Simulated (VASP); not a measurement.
## BAs: relaxation of cell and atoms with SCAN

BAs:

```
As B
1.0
     0.00000    2.38850    2.38850
     2.38850    0.00000    2.38850
     2.38850    2.38850    0.00000
As B
1 1
Direct
  0.75000 0.75000 0.75000
  0.00000 0.00000 0.00000
```

```
Program                : VASP 6.6.1
Task                   : relaxation of cell and atoms
Functional             : SCAN
Potentials or basis    : VASP PAW PBE potentials, release 64 (As, B)
Cutoff                 : 600 eV
k mesh                 : 10 × 10 × 10
Occupations            : fermi-dirac, width 0.05 eV
Spin                   : no spin polarisation
Further INCAR settings : ALGO = Normal; EDIFF = 1e-06; IBRION = 2; EDIFFG = -0.005; NSW = 60; ISIF = 3
```

```
Relaxed volume                         : 13.64 Å³/atom
Relaxed cell                           : a = 3.379 Å, b = 3.379 Å, c = 3.379 Å, α = 60.00°, β = 60.00°, γ = 60.00°
Space group after relaxing (to 0.05 Å) : F-43m (No. 216)
Energy gained by relaxing              : 0.0 meV/atom
Ionic steps                            : 3
Pressure after relaxing                : 0.0 GPa
Band gap on the k mesh                 : 1.42 eV, indirect (least direct gap 3.58 eV)
```

Final structure:
```yaml
crystal:
  lattice:
    - [0.00000, 2.38925, 2.38925]
    - [2.38925, 0.00000, 2.38925]
    - [2.38925, 2.38925, 0.00000]
  atoms:
    - { symbol: As, position: [0.75000, 0.75000, 0.75000] }
    - { symbol: B, position: [0.00000, 0.00000, 0.00000] }
```

Levels at points of the mesh, in eV from the valence-band top:
| k point | band 1 | band 2 | band 3 | band 4 | band 5 | band 6 | band 7 | band 8 |
| --- | --- | --- | --- | --- | --- | --- | --- | --- |
| (0.00, 0.00, 0.00) | -15.99 | 0.00 | 0.00 | 0.00 | 3.58 | 3.58 | 3.58 | 5.16 |
| (0.50, 0.00, 0.00) | -13.01 | -9.10 | -1.88 | -1.88 | 3.00 | 5.14 | 5.14 | 9.49 |
| (0.50, 0.50, 0.00) | -11.61 | -8.90 | -4.21 | -4.21 | 1.65 | 1.72 | 12.16 | 12.16 |

Wall time 120 s on 1 thread of AMD EPYC 9R45 (Zen 5), on a shared host, peak memory 0.15 GiB.

Caveat: the PAW data sets were made with another functional, which shifts forces and pressure a little. SCAN opens gaps a little over a GGA but as a rule still falls short of measured ones.
